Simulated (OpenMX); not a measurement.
**CaF2 (Fluorite) under changes of volume**

One of the cells (13.579 Å³/atom); the others are scaled copies at fixed shape and fractional positions:

```xyz
3
Lattice="0.0000 2.7310 2.7310 2.7310 0.0000 2.7310 2.7310 2.7310 0.0000" Properties=species:S:1:pos:R:3 pbc="T T T"
Ca    0.0000    0.0000    0.0000
F     4.0965    4.0965    4.0965
F     1.3655    1.3655    1.3655
```

```yaml
Program: OpenMX 3.8.5
Functional: LDA
Potentials_or_basis: OpenMX 2013 LDA set, Ca9.0-s3p2d1, F6.0-s2p2d1, fixed grid of 36 × 36 × 36 points
k_mesh: 9 × 9 × 9
Occupations: fermi-dirac, width 0.05 eV
Spin: no spin polarisation
```

```csv
volume (Å³/atom),energy over the lowest point (meV/atom),gap on the mesh (eV)
12.764,0.00,7.26
13.036,1.43,7.13
13.308,6.22,7.00
13.579,?,?
13.851,24.16,6.76
14.122,36.65,6.64
14.394,51.18,6.53
```

What does the run at 13.579 Å³/atom give?

Energy over the lowest point 13.90 meV/atom; gap on the mesh 6.87 eV.

Worked out: A Birch-Murnaghan fit of order 3 (a polynomial in V^(-2/3)) to the other rows has its minimum at 12.79 Å³/atom with B0 = V·E''(V) = 103 GPa and B' = 5.0. It gives 13.89 meV/atom at 13.579 Å³/atom, against the run's 13.90. A straight line through the other rows of the gap, of slope -6.08 eV per unit of ln V, gives 6.88 eV, against the run's 6.87.

Energies are extrapolated to zero smearing.

Caveats: an odd mesh through Γ misses points on the zone boundary, where band edges often lie; the basis of atomic orbitals isn't converged, which shifts pressures, moduli and gaps.
